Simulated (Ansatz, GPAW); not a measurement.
BP: 3 runs at one level of theory

```xyz
2
Lattice="0.0000 2.2690 2.2690 2.2690 0.0000 2.2690 2.2690 2.2690 0.0000" Properties=species:S:1:pos:R:3 pbc="T T T"
P     3.4035    3.4035    3.4035
B     0.0000    0.0000    0.0000
```

Alike in all runs: task single point; functional PBE; k mesh 10 × 10 × 10; occupations gaussian, width 0.025 eV; no spin polarisation; no spin-orbit coupling. Pressure is positive in compression and, in plane waves, holds the error of the finite cutoff, which Ansatz's Pulay term estimates and takes out.

```csv
program and potentials,plane-wave cutoff (eV),notes,band gap (eV),pressure (GPa)
"Ansatz, Ansatz PAW",420,Pulay term of +0.13 GPa included,1.24,1.13
"GPAW, GPAW PAW data sets (gpaw-data 1.2.1)",800,-,1.24,1.38
"Ansatz, all-electron LAPW, scalar-relativistic",-,-,?,?
```

**Question.** Estimate from the other rows what the run with Ansatz, all-electron LAPW, scalar-relativistic gave.

**Answer.** Band gap 1.25 eV; pressure 1.09 GPa. The other rows, which needn't bracket it: band gap 1.24; pressure 1.13 to 1.38.
